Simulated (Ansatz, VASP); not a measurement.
# TaN in VASP and in Ansatz

The input INCAR:

```
  PREC = Accurate
  ENCUT = 520
  EDIFF = 1E-6
  ISMEAR = 0
  SIGMA = 0.15
  LREAL = F
  LASPH = T
  NELM = 100
  ALGO = Normal
  ISIF = 2
  LWAVE = F
  LCHARG = T
  GGA = PE
  LELF = T
  LVHAR = T
  NBANDS = 15
```

Contents of KPOINTS:

```
regular mesh
0
Gamma
  20 20 20
```

The input POSCAR:

```
TaN
1.0
    0.0000000000      2.1790000000      2.1790000000
    2.1790000000      0.0000000000      2.1790000000
    2.1790000000      2.1790000000      0.0000000000
Ta N
1 1
Direct
    0.5000000000      0.5000000000      0.5000000000
    0.0000000000      0.0000000000      0.0000000000
```

Input for Ansatz:

```yaml
crystal:
  lattice:
    - [0.0, 2.179, 2.179]
    - [2.179, 0.0, 2.179]
    - [2.179, 2.179, 0.0]
  atoms:
    - { symbol: Ta, position: [0.5, 0.5, 0.5] }
    - { symbol: "N", position: [0.0, 0.0, 0.0] }
basis:
  ecutwfc: 420
kpoints:
  mp_grid: { grid: [20, 20, 20] }
hamiltonian:
  xc: pbe
scf:
  occupations: { method: gaussian, width: 0.15 }
output:
  forces: true
  stress: true
  eigenvalues: true
```

Alike in both runs: task single point; functional PBE; k mesh 20 × 20 × 20; occupations gaussian, width 0.15 eV; no spin polarisation.

|  | VASP | Ansatz |
| --- | --- | --- |
| version | VASP 6.6.1 | Ansatz 0.2.0 |
| potentials or method | VASP PAW PBE potentials, release 64 (Ta_pv, N) | scalar-relativistic, plane waves, PAW |
| plane-wave cutoff (eV) | 520 | 420 |
| valence electrons in the cell | 16 | 18 |

|  | VASP | Ansatz | Ansatz less VASP |
| --- | --- | --- | --- |
| gap on the k mesh at the Fermi level (eV) | none | none | - |
| pressure (GPa) | 15.5 | 14.5 | -0.96 |

A gap of «none» marks a metal or a gap that the smearing closes. The functional is the same, so the differences come from potentials, cutoffs and numerics. The two sets of potentials don't hold the same shells in valence.

Caveats: so large a pressure means that the cell lies far from this level's equilibrium, or that cutoff or potentials fall short (VASP). Spin-orbit coupling is left out, which matters for the levels of Ta.
